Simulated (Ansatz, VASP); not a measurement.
# Os in VASP and in Ansatz

```
Os
1.0
    -0.01945    1.93528    1.93528
     1.93528   -0.01945    1.93528
     1.93528    1.93528   -0.01945
Os
1
Direct
  0.00000 0.00000 0.00000
```

Change from the starting cell: equal xy, yz and zx shear strains of -1 %.

Alike in both runs: task single point; functional PBE; k mesh 14 × 14 × 14; occupations fermi-dirac, width 0.05 eV; no spin polarisation.

```csv
,VASP,Ansatz
version,VASP 6.6.1,Ansatz 0.2.0
potentials or method,"VASP PAW PBE potentials, release 64 (Os), cutoff 520 eV","all-electron LAPW, scalar-relativistic"
```

Ansatz gave:

- pressure (GPa): -9.3
- largest component of the traceless stress (GPa): 2.51

Problem. Estimate VASP's values.

Solution. Pressure (GPa): -9.6; largest component of the traceless stress (GPa): 2.49.

Ansatz ran all-electron here, so the differences hold the error of VASP's frozen core and of both bases.

Spin-orbit coupling is left out, which matters for the levels of Os.
